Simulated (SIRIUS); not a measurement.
**SnSe under changes of volume**

One of the cells (27.816 Å³/atom); the others are scaled copies at fixed shape and fractional positions:

```
CELL_PARAMETERS angstrom
0.00000 3.02993 3.02993
3.02993 0.00000 3.02993
3.02993 3.02993 0.00000
ATOMIC_POSITIONS crystal
Sn 0.00000 0.00000 0.00000
Se 0.50000 0.50000 0.50000
```

Measurements of this composition are mostly on another form, of space group No. 62.

| Item | Value |
| --- | --- |
| Program | SIRIUS 7.12.0 |
| Functional | PBEsol |
| Potentials or basis | all-electron FP-LAPW |
| Cutoff | 167 eV |
| Basis | apw+lo standard |
| k mesh | 8 × 8 × 8 |
| Occupations | fermi-dirac, width 0.05 eV |
| Spin | no spin polarisation |

| volume (Å³/atom) | energy over the lowest point (meV/atom) | gap on the mesh (eV) |
| --- | --- | --- |
| 25.635 | 2.79 | 0.76 |
| 26.180 | 0.00 | 0.75 |
| 26.725 | 1.44 | 0.73 |
| 27.816 | ? | ? |
| 28.362 | 25.93 | 0.49 |
| 28.907 | 39.55 | 0.41 |

What does the run at 27.816 Å³/atom give?

Energy over the lowest point 14.47 meV/atom; gap on the mesh 0.57 eV.

Worked out: A Birch-Murnaghan fit of order 3 (a polynomial in V^(-2/3)) to the other rows has its minimum at 26.26 Å³/atom with B0 = V·E''(V) = 58 GPa and B' = 5.2. It gives 14.79 meV/atom at 27.816 Å³/atom, against the run's 14.47. A parabola through the other rows of the gap, of slope -4.11 eV per unit of ln V there, gives 0.60 eV, against the run's 0.57.

Energies are extrapolated to zero smearing.

Caveats: spin-orbit coupling is left out, which moves the levels of the heavy elements.

A mesh can miss the band edges.
